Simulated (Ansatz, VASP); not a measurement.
Two plane-wave programs on Pb

```
Pb
1.0
     0.00000    2.46980    2.46980
     2.46980    0.00000    2.46980
     2.46980    2.46980    0.00000
Pb
1
Direct
  0.00000 0.00000 0.00000
```

Alike in both runs: task electric field gradients; functional PBE; k mesh 12 × 12 × 12; occupations fermi-dirac, width 0.05 eV; no spin polarisation.

|  | VASP | Ansatz |
| --- | --- | --- |
| version | VASP 6.6.1 | Ansatz 0.2.0 |
| potentials or method | VASP PAW PBE potentials, release 64 (Pb_d) | PAW with Ansatz's default frozen-core files, scalar-relativistic |
| plane-wave cutoff (eV) | 520 | 420 |
| valence electrons in the cell | 14 | 14 |

|  | VASP | Ansatz | Ansatz less VASP |
| --- | --- | --- | --- |
| pressure (GPa) | 2.9 | 3.0 | +0.06 |
| Vzz of the field gradient on the site that differs most (V/Å²) | 0.0 | 0.0 | 0.00 |

The functional is the same, so the differences come from potentials, cutoffs and numerics. Ansatz warned: «gradients_without_spin_orbit».

The runs have no spin-orbit coupling, so splittings on Pb are missing.
